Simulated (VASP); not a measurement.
# Tl (P6_3/mmc) in VASP: further runs

One crystal, Tl, is run at these levels: PBEsol; tasks: single point.

Everything below comes from runs of VASP 6.6.1. Logs are shortened: lines on timing, memory, paths and dates and some standing lists are left out, and cuts for length are marked.

## 1. Starting point

The structure is hexagonal, space group P6_3/mmc (No. 194). Conventional cell: a = 3.456 Å, b = 3.456 Å, c = 5.525 Å, α = 90.00°, β = 90.00°, γ = 120.00°. Tl (site symmetry -6m2) is surrounded by 12 Tl at 3.41 to 3.46 Å.

## 2. Single point, PBEsol

Contents of INCAR:

```
PREC = Accurate ; ENCUT = 450
EDIFF = 1E-6 ; ISMEAR = 1
SIGMA = 0.1 ; LREAL = F
LASPH = T ; NELM = 100
ALGO = Normal ; ISIF = 2
LWAVE = F ; LCHARG = F
GGA = PS ; NBANDS = 20
ADDGRID = F
```

Contents of KPOINTS:

```
Automatic mesh
0
Gamma
  19 19 10
```

Contents of POSCAR:

```
Tl
1.0
    3.4560000000      0.0000000000      0.0000000000
   -1.7280000000      2.9929837955      0.0000000000
    0.0000000000      0.0000000000      5.5250000000
Tl
2
Direct
    0.6666666667      0.3333333333      0.7500000000
    0.3333333333      0.6666666667      0.2500000000
```

Potentials or basis: VASP PAW PBE potentials, release 64 (Tl_d).

Launch:

```
> cat potpaw_PBE.64/Tl_d/POTCAR > POTCAR
> mpirun -np 1 vasp_std > vasp.out
```

OUTCAR:

```text
PREC = Accurate
   ENCUT = 450
   EDIFF = 1E-6
   ISMEAR = 1
   LREAL = F
   LASPH = T
   NELM = 100
   ISIF = 2
   GGA = PS

 Found    240 irreducible k-points:

 Following reciprocal coordinates:
            Coordinates               Weight
  0.000000  0.000000  0.000000      1.000000
  0.052632 -0.000000  0.000000      6.000000
  0.105263 -0.000000  0.000000      6.000000
  0.157895  0.000000  0.000000      6.000000
  0.210526 -0.000000  0.000000      6.000000
  0.263158 -0.000000  0.000000      6.000000
   k-points           NKPTS =    240   k-points in BZ     NKDIM =    240   number of bands    NBANDS=     20
   number of dos      NEDOS =    301   number of ions     NIONS =      2
   total plane-waves  NPLWV =  23040
   dimension x,y,z NGX =    24 NGY =   24 NGZ =   40
   dimension x,y,z NGXF=    48 NGYF=   48 NGZF=   80
   ions per type =               2
   NGX,Y,Z   is equivalent  to a cutoff of  11.54, 11.54, 12.04 a.u.
   NGXF,Y,Z  is equivalent  to a cutoff of  23.09, 23.09, 24.07 a.u.
 SYSTEM =  unknown system
   PREC   = accura    normal or accurate (medium, high low for compatibility)
   ISTART =      0    job   : 0-new  1-cont  2-samecut
   ICHARG =      2    charge: 1-file 2-atom 10-const
   ISPIN  =      1    spin polarized calculation?
   LNONCOLLINEAR =      F non collinear calculations
   LSORBIT =      F    spin-orbit coupling
   LASPH  =      T    aspherical Exc in radial PAW
   ENCUT  =  450.0 eV  33.07 Ry    5.75 a.u.   5.98  5.98  9.56*2*pi/ulx,y,z
   NELM   =    100;   NELMIN=  2; NELMDL= -5     # of ELM steps
   EDIFF  = 0.1E-05   stopping-criterion for ELM
   LREAL  =      F    real-space projection
   EDIFFG = 0.1E-04   stopping-criterion for IOM
   NSW    =      0    number of steps for IOM
   IBRION =     -1    ionic relax: 0-MD 1-quasi-New 2-CG
   NFREE  =      0    steps in history (QN), initial steepest desc. (CG)
   ISIF   =      2    stress and relaxation
   ISYM   =      2    0-nonsym 1-usesym 2-fastsym
   POTIM  = 0.5000    time-step for ionic-motion
   TEBEG  =    0.0;   TEEND  =   0.0 temperature during run
   PSTRESS=    0.0 pullay stress
   NELECT =      26.0000    total number of electrons
   NUPDOWN=      -1.0000    fix difference up-down
   EMIN   =  10.00;   EMAX   =-10.00  energy-range for DOS
   EFERMI =   0.00;   METHOD = LEGACY
   ISMEAR =     1;   SIGMA  =   0.10  broadening in eV -4-tet -1-fermi 0-gaus
   EFERMI_NEDOS =   21; number of points for ismear=-14 and -15
   IALGO  =     38    algorithm
   IMIX   =      4    mixing-type and parameters
     AMIX     =   0.40;   BMIX     =  1.00
     AMIX_MAG =   1.60;   BMIX_MAG =  1.00
  volume/ion in A,a.u.               =      28.57       192.83
  Fermi-wavevector in a.u.,A,eV,Ry     =   1.259107  2.379366 21.569987  1.585349
  Thomas-Fermi vector in A             =   2.392683
   LORBIT       =      0    0 simple, 1 ext, 2 COOP (PROOUT), +10 PAW based schemes
   GGA     = PS    functional components
   LHFCALC =     F    Hartree Fock is set to
   AEXX    =    0.0000 exact exchange contribution
   IVDW    =     0    specifies the selected vdW correction
   LEPSILON=     F    determine dielectric tensor
   LRPA    =     F    only Hartree local field effects (RPA)
 non-spin polarized calculation
 Methfessel and Paxton  Order N= 1 SIGMA  =   0.10
  energy-cutoff  :      450.00
  volume of cell :       57.15
 maximum number of plane-waves:      1262
 NGX is ok and might be reduce to    24
   NGX = 11   NGY = 11   NGZ = 19

 number of electron      25.9999996 magnetization

 Free energy of the ion-electron system (eV)
  ---------------------------------------------------
  ext. energy  EPLUGINS =         0.00000000
  ---------------------------------------------------
  free energy    TOTEN  =        -5.26489195 eV

  energy without entropy =       -5.26463633  energy(sigma->0) =       -5.26480674

 E-fermi :   6.3612     XC(G=0): -10.3702

 val. band max:        6.3360772667   @ k =   0.4211   0.1579   0.2000
 cond. band min:       6.3716886358   @ k =   0.3158   0.2105   0.3000
 fundamental gap:      0.0356113691
 Fermi energy:         6.3611640785

 k-point     1 :       0.0000    0.0000    0.0000
  band No.  band energies     occupation
      1      -5.3569      2.00000
      2      -5.1210      2.00000
      3      -5.1007      2.00000
      4      -5.1007      2.00000
      5      -5.0465      2.00000
      6      -5.0465      2.00000
      7      -4.9829      2.00000
      8      -4.9829      2.00000
      9      -4.6424      2.00000
     10      -4.6424      2.00000
     11      -3.6806      2.00000
     12       1.2754      2.00000
     13       3.5187      2.00000
     14      14.3636      0.00000
     15      14.3636      0.00000
     16      16.4489      0.00000
     17      16.4489      0.00000
     18      16.6528      0.00000
     19      17.1975      0.00000
     20      17.3062      0.00000

 k-point     2 :       0.0526   -0.0000    0.0000
  band No.  band energies     occupation
      1      -5.3466      2.00000
      2      -5.1377      2.00000
      3      -5.0886      2.00000
      4      -5.0817      2.00000
      5      -5.0475      2.00000
      6      -5.0353      2.00000
      7      -4.9898      2.00000
      8      -4.9886      2.00000
      9      -4.6545      2.00000
     10      -4.6400      2.00000
     11      -3.6282      2.00000
     12       1.3083      2.00000
     13       3.5876      2.00000
     14      13.6596      0.00000
     15      14.0850      0.00000
     16      15.7596      0.00000
     17      16.6337      0.00000
     18      17.2471      0.00000
     19      17.2955      0.00000
     20      17.5588      0.00000

 k-point     3 :       0.1053   -0.0000    0.0000
  band No.  band energies     occupation
      1      -5.3222      2.00000
      2      -5.1590      2.00000
      3      -5.0591      2.00000
      4      -5.0535      2.00000
      5      -5.0412      2.00000
      6      -5.0107      2.00000
      7      -5.0044      2.00000
      8      -5.0024      2.00000
      9      -4.6878      2.00000
     10      -4.6337      2.00000
     11      -3.4690      2.00000
     12       1.4079      2.00000
     13       3.7913      2.00000
     14      12.2653      0.00000
     15      13.4857      0.00000
     16      14.9917      0.00000
     17      16.8740      0.00000
     18      17.0915      0.00000
     19      17.1050      0.00000
     20      18.0937      0.00000

 k-point     4 :       0.1579    0.0000    0.0000
  band No.  band energies     occupation
      1      -5.3071      2.00000
      2      -5.1647      2.00000
      3      -5.0659      2.00000
      4      -5.0456      2.00000
      5      -5.0276      2.00000
      6      -4.9987      2.00000
      7      -4.9987      2.00000
      8      -4.9510      2.00000
      9      -4.7345      2.00000
     10      -4.6251      2.00000
     11      -3.1994      2.00000
     12       1.5760      2.00000
     13       4.1217      2.00000
     14      10.7436      0.00000
     15      12.8113      0.00000
     16      14.0395      0.00000
     17      16.3177      0.00000
     18      16.3349      0.00000
     19      16.8049      0.00000
     20      18.2909      0.00000

 k-point     5 :       0.2105   -0.0000    0.0000
  band No.  band energies     occupation
      1      -5.3239      2.00000
      2      -5.1526      2.00000
      3      -5.0932      2.00000
      4      -5.0659      2.00000
      5      -5.0548      2.00000
      6      -4.9429      2.00000
      7      -4.9298      2.00000
      8      -4.8855      2.00000
      9      -4.7850      2.00000
     10      -4.6160      2.00000
     11      -2.8175      2.00000
     12       1.8126      2.00000
     13       4.5665      2.00000
     14       9.2464      0.00000
     15      12.1578      0.00000
     16      12.8448      0.00000
     17      15.2161      0.00000
     18      15.6878      0.00000
     19      16.4297      0.00000
     20      17.7700      0.00000

 k-point     6 :       0.2632   -0.0000    0.0000
  band No.  band energies     occupation
      1      -5.3598      2.00000
      2      -5.1611      2.00000
      3      -5.1497      2.00000
      4      -5.0828      2.00000
      5      -5.0354      2.00000
      6      -4.8784      2.00000
      7      -4.8541      2.00000
      8      -4.8314      2.00000
      9      -4.8121      2.00000
     10      -4.6077      2.00000
     11      -2.3247      2.00000
     12       2.1076      2.00000
     13       5.1112      2.00000
     14       7.8394     -0.00000
     15      11.5257      0.00000
     16      11.5680      0.00000
     17      14.0577      0.00000
     18      15.2480      0.00000
     19      15.9354      0.00000
     20      17.2509      0.00000

 [... further k-points ...]
[... 5 lines left out ...]
  --------------------------------------------------------------------------------------
  -------------------------------------------------------------------------------------
  Total        0.0594908      0.0594908     -0.0897034      0.0000000      0.0000000      0.0000000
  in kB        1.6678220      1.6678220     -2.5148323      0.0000000      0.0000000      0.0000000
  external PRESSURE =       0.2736039 kB  Pullay stress =       0.0000000 kB

 VOLUME and BASIS-vectors are now :
 -----------------------------------------------------------------------------
  energy-cutoff  :      450.00
  volume of cell :       57.15
      direct lattice vectors                 reciprocal lattice vectors
     3.456000000  0.000000000  0.000000000     0.289351852  0.167057370  0.000000000
    -1.728000000  2.992983795  0.000000000     0.000000000  0.334114739  0.000000000
     0.000000000  0.000000000  5.525000000     0.000000000  0.000000000  0.180995475

 POSITION                                       TOTAL-FORCE (eV/Angst)
 -----------------------------------------------------------------------------------
      1.72800      0.99766      4.14375         0.000000     -0.000000      0.000000
     -0.00000      1.99532      1.38125        -0.000000      0.000000      0.000000
 -----------------------------------------------------------------------------------
    total drift:                               -0.000000      0.000000     -0.000000

  FREE ENERGIE OF THE ION-ELECTRON SYSTEM (eV)
  ---------------------------------------------------
  free  energy   TOTEN  =        -5.2648919514 eV

  energy  without entropy=       -5.2646363306  energy(sigma->0) =       -5.26480674
```

Run time: 78 s. Hardware: 1 thread of Intel Xeon Platinum 8488C (Sapphire Rapids), shared host; peak memory 0.29 GiB.

The run converged, but some of its settings lie outside the range that counts as converged, so its numbers aren't taken as properties of the crystal.

Results:

* Free energy: -5.2649 eV
* Pressure: 0.0 GPa
* Band gap on the k mesh: none (metal or under the smearing width)

Caveat: the PAW data sets were made with another functional, which shifts forces and pressure a little.

## 3. Single point, PBEsol

Changes to INCAR since step 2:

```diff
@@ -2,3 +2,3 @@
 EDIFF = 1E-6 ; ISMEAR = 1
-SIGMA = 0.1 ; LREAL = F
+SIGMA = 0.4 ; LREAL = F
 LASPH = T ; NELM = 100
```

KPOINTS is that of step 2.

POSCAR is that of step 2.

Potentials or basis: VASP PAW PBE potentials, release 64 (Tl_d).

Launch:

```
> cat potpaw_PBE.64/Tl_d/POTCAR > POTCAR
> mpirun -np 1 vasp_std > vasp.out
```

OUTCAR:

```text
PREC = Accurate
   ENCUT = 450
   EDIFF = 1E-6
   ISMEAR = 1
   LREAL = F
   LASPH = T
   NELM = 100
   ISIF = 2
   GGA = PS

 Found    240 irreducible k-points:

 Following reciprocal coordinates:
            Coordinates               Weight
  0.000000  0.000000  0.000000      1.000000
  0.052632 -0.000000  0.000000      6.000000
  0.105263 -0.000000  0.000000      6.000000
  0.157895  0.000000  0.000000      6.000000
  0.210526 -0.000000  0.000000      6.000000
  0.263158 -0.000000  0.000000      6.000000
   k-points           NKPTS =    240   k-points in BZ     NKDIM =    240   number of bands    NBANDS=     20
   number of dos      NEDOS =    301   number of ions     NIONS =      2
   total plane-waves  NPLWV =  23040
   dimension x,y,z NGX =    24 NGY =   24 NGZ =   40
   dimension x,y,z NGXF=    48 NGYF=   48 NGZF=   80
   ions per type =               2
   NGX,Y,Z   is equivalent  to a cutoff of  11.54, 11.54, 12.04 a.u.
   NGXF,Y,Z  is equivalent  to a cutoff of  23.09, 23.09, 24.07 a.u.
 SYSTEM =  unknown system
   PREC   = accura    normal or accurate (medium, high low for compatibility)
   ISTART =      0    job   : 0-new  1-cont  2-samecut
   ICHARG =      2    charge: 1-file 2-atom 10-const
   ISPIN  =      1    spin polarized calculation?
   LNONCOLLINEAR =      F non collinear calculations
   LSORBIT =      F    spin-orbit coupling
   LASPH  =      T    aspherical Exc in radial PAW
   ENCUT  =  450.0 eV  33.07 Ry    5.75 a.u.   5.98  5.98  9.56*2*pi/ulx,y,z
   NELM   =    100;   NELMIN=  2; NELMDL= -5     # of ELM steps
   EDIFF  = 0.1E-05   stopping-criterion for ELM
   LREAL  =      F    real-space projection
   EDIFFG = 0.1E-04   stopping-criterion for IOM
   NSW    =      0    number of steps for IOM
   IBRION =     -1    ionic relax: 0-MD 1-quasi-New 2-CG
   NFREE  =      0    steps in history (QN), initial steepest desc. (CG)
   ISIF   =      2    stress and relaxation
   ISYM   =      2    0-nonsym 1-usesym 2-fastsym
   POTIM  = 0.5000    time-step for ionic-motion
   TEBEG  =    0.0;   TEEND  =   0.0 temperature during run
   PSTRESS=    0.0 pullay stress
   NELECT =      26.0000    total number of electrons
   NUPDOWN=      -1.0000    fix difference up-down
   EMIN   =  10.00;   EMAX   =-10.00  energy-range for DOS
   EFERMI =   0.00;   METHOD = LEGACY
   ISMEAR =     1;   SIGMA  =   0.40  broadening in eV -4-tet -1-fermi 0-gaus
   EFERMI_NEDOS =   21; number of points for ismear=-14 and -15
   IALGO  =     38    algorithm
   IMIX   =      4    mixing-type and parameters
     AMIX     =   0.40;   BMIX     =  1.00
     AMIX_MAG =   1.60;   BMIX_MAG =  1.00
  volume/ion in A,a.u.               =      28.57       192.83
  Fermi-wavevector in a.u.,A,eV,Ry     =   1.259107  2.379366 21.569987  1.585349
  Thomas-Fermi vector in A             =   2.392683
   LORBIT       =      0    0 simple, 1 ext, 2 COOP (PROOUT), +10 PAW based schemes
   GGA     = PS    functional components
   LHFCALC =     F    Hartree Fock is set to
   AEXX    =    0.0000 exact exchange contribution
   IVDW    =     0    specifies the selected vdW correction
   LEPSILON=     F    determine dielectric tensor
   LRPA    =     F    only Hartree local field effects (RPA)
 non-spin polarized calculation
 Methfessel and Paxton  Order N= 1 SIGMA  =   0.40
  energy-cutoff  :      450.00
  volume of cell :       57.15
 maximum number of plane-waves:      1262
 NGX is ok and might be reduce to    24
   NGX = 11   NGY = 11   NGZ = 19

 number of electron      25.9999996 magnetization

 Free energy of the ion-electron system (eV)
  ---------------------------------------------------
  ext. energy  EPLUGINS =         0.00000000
  ---------------------------------------------------
  free energy    TOTEN  =        -5.26342339 eV

  energy without entropy =       -5.26870989  energy(sigma->0) =       -5.26518555

 E-fermi :   6.3936     XC(G=0): -10.3704

 val. band max:        6.3926066390   @ k =   0.2632   0.1053   0.3000
 cond. band min:       6.4061775463   @ k =   0.2105   0.1579   0.2000
 fundamental gap:      0.0135709073
 Fermi energy:         6.3935629849

 k-point     1 :       0.0000    0.0000    0.0000
  band No.  band energies     occupation
      1      -5.3572      2.00000
      2      -5.1210      2.00000
      3      -5.1021      2.00000
      4      -5.1021      2.00000
      5      -5.0479      2.00000
      6      -5.0479      2.00000
[... 12 lines left out ...]
     19      17.1975      0.00000
     20      17.3062      0.00000

 k-point     2 :       0.0526   -0.0000    0.0000
  band No.  band energies     occupation
      1      -5.3469      2.00000
      2      -5.1382      2.00000
      3      -5.0900      2.00000
      4      -5.0825      2.00000
      5      -5.0488      2.00000
      6      -5.0366      2.00000
[... 84 lines left out ...]
 k-point     6 :       0.2632   -0.0000    0.0000
  band No.  band energies     occupation
      1      -5.3607      2.00000
      2      -5.1623      2.00000
      3      -5.1499      2.00000
      4      -5.0831      2.00000
      5      -5.0356      2.00000
      6      -4.8788      2.00000
[... 12 lines left out ...]
     19      15.9345      0.00000
     20      17.2512      0.00000

 [... further k-points ...]
[... 5 lines left out ...]
  --------------------------------------------------------------------------------------
  -------------------------------------------------------------------------------------
  Total        0.0401818      0.0401818     -0.0948845      0.0000000     -0.0000000      0.0000000
  in kB        1.1264970      1.1264970     -2.6600842      0.0000000     -0.0000000      0.0000000
  external PRESSURE =      -0.1356967 kB  Pullay stress =       0.0000000 kB

 VOLUME and BASIS-vectors are now :
 -----------------------------------------------------------------------------
  energy-cutoff  :      450.00
  volume of cell :       57.15
      direct lattice vectors                 reciprocal lattice vectors
     3.456000000  0.000000000  0.000000000     0.289351852  0.167057370  0.000000000
    -1.728000000  2.992983795  0.000000000     0.000000000  0.334114739  0.000000000
     0.000000000  0.000000000  5.525000000     0.000000000  0.000000000  0.180995475

 POSITION                                       TOTAL-FORCE (eV/Angst)
 -----------------------------------------------------------------------------------
      1.72800      0.99766      4.14375         0.000000      0.000000      0.000000
     -0.00000      1.99532      1.38125        -0.000000     -0.000000      0.000000
 -----------------------------------------------------------------------------------
    total drift:                               -0.000000      0.000000     -0.000000

  FREE ENERGIE OF THE ION-ELECTRON SYSTEM (eV)
  ---------------------------------------------------
  free  energy   TOTEN  =        -5.2634233860 eV

  energy  without entropy=       -5.2687098903  energy(sigma->0) =       -5.26518555
```

OSZICAR:

```text
N       E                     dE             d eps       ncg     rms          rms(c)
DAV:   1     0.120161102665E+03    0.12016E+03   -0.13150E+04  9720   0.110E+03
DAV:   2    -0.297810377123E+01   -0.12314E+03   -0.12076E+03 10540   0.257E+02
DAV:   3    -0.532454906539E+01   -0.23464E+01   -0.23373E+01 11064   0.313E+01
DAV:   4    -0.533869839671E+01   -0.14149E-01   -0.14148E-01 10196   0.270E+00
DAV:   5    -0.533888970825E+01   -0.19131E-03   -0.19131E-03 10768   0.306E-01    0.304E+00
DAV:   6    -0.527526759515E+01    0.63622E-01   -0.10929E-01 10128   0.257E+00    0.215E+00
DAV:   7    -0.526427285828E+01    0.10995E-01   -0.40603E-02 10356   0.155E+00    0.844E-01
DAV:   8    -0.526341942483E+01    0.85343E-03   -0.25436E-03 10180   0.382E-01    0.484E-02
DAV:   9    -0.526342127499E+01   -0.18502E-05   -0.15971E-05 10728   0.343E-02    0.131E-02
DAV:  10    -0.526342330793E+01   -0.20329E-05   -0.22755E-06  8404   0.131E-02    0.130E-03
DAV:  11    -0.526342338600E+01   -0.78073E-07   -0.32205E-07  5212   0.448E-03
   1 F= -.52634234E+01 E0= -.52651856E+01  d E =0.528650E-02
```

Run time: 87 s. Hardware: 1 thread of Intel Xeon Platinum 8488C (Sapphire Rapids), shared host; peak memory 0.29 GiB.

These settings aren't checked as converged: the numbers below hold their error.

Results:

- Free energy: -5.2634 eV
- Pressure: 0.0 GPa
- Band gap on the k mesh: none (metal or under the smearing width)

Caveat: the PAW data sets were made with another functional, which shifts forces and pressure a little.

## 4. Single point, PBEsol

Changes to INCAR since step 3:

```diff
@@ -2,3 +2,3 @@
 EDIFF = 1E-6 ; ISMEAR = 1
-SIGMA = 0.4 ; LREAL = F
+SIGMA = 0.2 ; LREAL = F
 LASPH = T ; NELM = 100
```

KPOINTS is that of step 3.

POSCAR is that of step 3.

Launch:

```
> cat potpaw_PBE.64/Tl_d/POTCAR > POTCAR
> mpirun -np 1 vasp_std > vasp.out
```

Run time: 79 s. Hardware: 1 thread of Intel Xeon Platinum 8488C (Sapphire Rapids), shared host; peak memory 0.28 GiB.

The run converged, but some of its settings lie outside the range that counts as converged, so its numbers aren't taken as properties of the crystal.

What came out:

```yaml
Free_energy: -5.2651 eV
Pressure: 0.0 GPa
Band_gap_on_the_k_mesh: none (metal or under the smearing width)
```

Caveat: the PAW data sets were made with another functional, which shifts forces and pressure a little.
